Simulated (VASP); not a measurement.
**VASP 6.6.1 run: BaTe**

INCAR

```
PREC = Accurate
AMIX = 0.4
NBANDS = 15
LREAL = .FALSE.
IBRION = -1
GGA = PE
ISMEAR = -1
NSW = 0
EDIFF = 1E-7
LWAVE = .FALSE.
SIGMA = 0.02
ISIF = 2
NELM = 71
ENCUT = 520
NELECT = 15.9
IMIX = 1
LASPH = .TRUE.
LCHARG = .FALSE.
```

KPOINTS

```
KPOINTS created by Atomic Simulation Environment
0
Monkhorst-Pack
6 6 6
0 0 0
```

POSCAR

```
Ba Te
 1.0000000000000000
     0.0000000000000000    3.5323793129999999    3.5323793129999999
     3.5323793129999999    0.0000000000000000    3.5323793129999999
     3.5323793129999999    3.5323793129999999    0.0000000000000000
 Ba  Te
   1   1
Cartesian
  0.0000000000000000  0.0000000000000000  0.0000000000000000
  3.5323793129999999  3.5323793129999999  3.5323793129999999
```

The recommended PBE PAW datasets give the neutral cell 16 valence electrons.

Command

```
mpirun -np 1 vasp_std
```

OSZICAR

```
N       E                     dE             d eps       ncg     rms          rms(c)
DAV:   1     0.844226093509E+02    0.84423E+02   -0.58408E+03   840   0.825E+02
DAV:   2    -0.343946182001E+01   -0.87862E+02   -0.80858E+02  1143   0.154E+02
DAV:   3    -0.873410402947E+01   -0.52946E+01   -0.52534E+01  1148   0.408E+01
DAV:   4    -0.887060250991E+01   -0.13650E+00   -0.13644E+00  1147   0.654E+00
DAV:   5    -0.887366249612E+01   -0.30600E-02   -0.30599E-02  1195   0.803E-01    0.349E+00
DAV:   6    -0.880132300225E+01    0.72339E-01   -0.95461E-02  1036   0.159E+00    0.227E+00
DAV:   7    -0.880391625921E+01   -0.25933E-02   -0.34100E-02  1064   0.995E-01    0.150E+00
DAV:   8    -0.881115977559E+01   -0.72435E-02   -0.44735E-03  1186   0.443E-01    0.943E-01
DAV:   9    -0.881576787690E+01   -0.46081E-02   -0.14676E-03  1064   0.297E-01    0.572E-01
DAV:  10    -0.881841959134E+01   -0.26517E-02   -0.79506E-04  1015   0.218E-01    0.350E-01
...
DAV:  18    -0.882150344773E+01   -0.15434E-04   -0.43825E-06  1036   0.139E-02    0.102E-02
DAV:  19    -0.882151136424E+01   -0.79165E-05   -0.22700E-06  1043   0.987E-03    0.701E-03
DAV:  20    -0.882151540895E+01   -0.40447E-05   -0.11747E-06  1008   0.701E-03    0.485E-03
DAV:  21    -0.882151746445E+01   -0.20555E-05   -0.60760E-07  1036   0.499E-03    0.338E-03
DAV:  22    -0.882151850168E+01   -0.10372E-05   -0.31416E-07  1022   0.355E-03    0.237E-03
DAV:  23    -0.882151901957E+01   -0.51789E-06   -0.16239E-07  1021   0.253E-03    0.166E-03
DAV:  24    -0.882151927430E+01   -0.25473E-06   -0.82001E-08   849   0.180E-03    0.117E-03
DAV:  25    -0.882151939760E+01   -0.12330E-06   -0.45545E-08   686   0.139E-03    0.821E-04
DAV:  26    -0.882151945525E+01   -0.57648E-07   -0.24066E-08   581   0.102E-03
   1 F= -.88215195E+01 E0= -.88207287E+01  d E =-.158144E-02
```

From OUTCAR

```
k-points           NKPTS =     28   k-points in BZ     NKDIM =     28   number of bands    NBANDS=     15

   NELECT =      15.9000    total number of electrons

   dimension x,y,z NGX =    40 NGY =   40 NGZ =   40
   dimension x,y,z NGXF=    80 NGYF=   80 NGZF=   80

  energy-cutoff  :      520.00
  volume of cell :       88.15
      direct lattice vectors                 reciprocal lattice vectors
     0.000000000  3.532379313  3.532379313    -0.141547653  0.141547653  0.141547653
     3.532379313  0.000000000  3.532379313     0.141547653 -0.141547653  0.141547653
     3.532379313  3.532379313  0.000000000     0.141547653  0.141547653 -0.141547653

 k-points in reciprocal lattice and weights: KPOINTS created by Atomic Simulation Env
   0.08333333  0.08333333  0.08333333       0.009
   0.25000000  0.08333333  0.08333333       0.028
   0.41666667  0.08333333  0.08333333       0.028
  -0.41666667  0.08333333  0.08333333       0.028
  -0.25000000  0.08333333  0.08333333       0.028
  -0.08333333  0.08333333  0.08333333       0.028
   0.25000000  0.25000000  0.08333333       0.028
   0.41666667  0.25000000  0.08333333       0.056
   ...

 E-fermi :   1.8490

 k-point     1 :       0.0833    0.0833    0.0833
  band No.  band energies     occupation
      1     -24.9416      2.00000
      2     -10.1192      2.00000
      3     -10.0905      2.00000
      4     -10.0905      2.00000
      5      -7.3747      2.00000
      6       1.8302      1.43898
      7       1.9692      0.00490
      8       1.9692      0.00490
      9       5.0648      0.00000
     10       5.1761      0.00000
     11       5.1761      0.00000
     12       5.2919      0.00000
     13       5.8586      0.00000
     14       5.8586      0.00000
     15       9.3693      0.00000

 k-point     2 :       0.2500    0.0833    0.0833
  band No.  band energies     occupation
      1     -24.9381      2.00000
      2     -10.2339      2.00000
      3     -10.1081      2.00000
      4     -10.0885      2.00000
      5      -7.1742      2.00000
      6       1.0124      2.00000
      7       1.5083      2.00000
      8       1.7457      1.98866
      9       5.1754      0.00000
     10       5.4298      0.00000
     11       5.7544      0.00000
     12       5.9378      0.00000
     13       6.8698      0.00000
     14       7.0380      0.00000
     15      10.2913      0.00000

 k-point     3 :       0.4167    0.0833    0.0833
  band No.  band energies     occupation
      1     -24.9327      2.00000
      2     -10.3953      2.00000
      3     -10.1150      2.00000
      4     -10.0956      2.00000
      5      -6.8859      2.00000
      6       0.2366      2.00000
      7       1.1058      2.00000
      8       1.2366      2.00000
      9       5.6147      0.00000
     10       6.2370      0.00000
     11       6.7905      0.00000
     12       7.1678      0.00000
     13       7.7823      0.00000
     14       8.7416      0.00000
     15      10.0730      0.00000

 ...

  Total       -0.4141257     -0.4141257     -0.4141257      0.0000000      0.0000000      0.0000000
  in kB       -7.5268072     -7.5268072     -7.5268072      0.0000000      0.0000000      0.0000000
  external PRESSURE =      -7.5268072 kB  Pullay stress =       0.0000000 kB

 POSITION                                       TOTAL-FORCE (eV/Angst)
 -----------------------------------------------------------------------------------
      0.00000      0.00000      0.00000        -0.000000      0.000000      0.000000
      3.53238      3.53238      3.53238         0.000000     -0.000000     -0.000000
 -----------------------------------------------------------------------------------
    total drift:                                0.000000     -0.000000     -0.000000

  FREE ENERGIE OF THE ION-ELECTRON SYSTEM (eV)
  ---------------------------------------------------
  free  energy   TOTEN  =        -8.8215194553 eV

  energy  without entropy=       -8.8199380198  energy(sigma->0) =       -8.82072874
```

It converged. Results: pressure -0.8 GPa.

The cell is charged and sits in a uniform background. The shifted mesh misses Γ, so a band edge there is missed.

For comparison, a separate PBE run of the intended cell, on usual settings and not on those above, gives a gap of 1.58 eV on its mesh and a pressure of 0.3 GPa.

The run above took about 67 s on one core of a shared host (Intel Xeon Platinum 8488C) and held 0.23 GiB at most.
